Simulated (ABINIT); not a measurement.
Crystal: CeO2.

```
CELL_PARAMETERS angstrom
0.00000 2.70365 2.70365
2.70365 0.00000 2.70365
2.70365 2.70365 0.00000
ATOMIC_POSITIONS crystal
Ce 0.00000 0.00000 0.00000
O 0.75000 0.75000 0.75000
O 0.25000 0.25000 0.25000
```

Program: ABINIT 10.8.3 (patched build). Alike in all runs: spin collinear, ferromagnetic start; cell as given; smearing fermi-dirac 0.05 eV.

**Question.** Order these runs on this cell by their pressure, lowest first.
A. level PBE; potentials or basis JTH PAW PBE v2.0; k mesh 9 × 9 × 9; cutoff (eV) 626; fine-grid cutoff 1224.51 eV
B. level r2SCAN; potentials or basis JTH PAW PBE v2.0; k mesh 8 × 8 × 8; cutoff (eV) 762; fine-grid cutoff 1360.57 eV
C. level LDA; potentials or basis JTH PAW LDA v2.0; k mesh 9 × 9 × 9; cutoff (eV) 626; fine-grid cutoff 1224.51 eV
D. level PBEsol; potentials or basis JTH PAW PBE v2.0; k mesh 9 × 9 × 9; cutoff (eV) 626; fine-grid cutoff 1224.51 eV

**Answer.** C (-2.0 GPa), D (2.3 GPa), B (6.2 GPa), A (9.0 GPa).

Caveats: the magnetic or orbital state may not be the lowest; small starting moments can end in a higher magnetic state in this program (some runs); the PAW data sets were made with another functional, which shifts forces and pressure a little (some runs).
